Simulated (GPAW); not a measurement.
**GaP: equation of state with M06-L+D4**

The system is GaP.

```
CELL_PARAMETERS angstrom
0.00000 2.72525 2.72525
2.72525 0.00000 2.72525
2.72525 2.72525 0.00000
ATOMIC_POSITIONS crystal
Ga 0.00000 0.00000 0.00000
P 0.25000 0.25000 0.25000
```

| Item | Value |
| --- | --- |
| Program | GPAW 26.7.0 |
| Task | equation of state |
| Functional | M06-L |
| Dispersion | D4 |
| Potentials or basis | GPAW PAW data sets (gpaw-data 1.2.1) |
| Cutoff | 600 eV |
| Basis | pw |
| k mesh | 8 × 8 × 8 |
| Occupations | fermi-dirac, width 0.05 eV |
| Spin | no spin polarisation |
| Maxiter | 150 |
| Eos scales | [0.94, 0.96, 0.98, 1.0, 1.02, 1.04, 1.06] |

```yaml
Equilibrium_volume: "20.79 Å³/atom (rough: see the caveat)"
Bulk_modulus: 94 GPa (rough)
```

Energy against volume, from the lowest point:
| volume (Å³/atom) | energy (meV/atom) |
| --- | --- |
| 19.026 | 51.02 |
| 19.431 | 28.97 |
| 19.836 | 13.57 |
| 20.240 | 4.10 |
| 20.645 | 0.00 |
| 21.050 | 0.69 |
| 21.455 | 5.66 |

It took 8.1 min on 1 thread of Intel(R) Xeon(R) Platinum 8488C (Sapphire Rapids), on a shared host, peak memory 0.58 GiB.

Caveat: the data sets keep Ga 3d, Li 1s and Be 1s frozen, and some such compounds lay over 1.5 % in volume off other programs; the points scatter about the fit; the PAW data sets were made with another functional, which shifts forces and pressure a little.
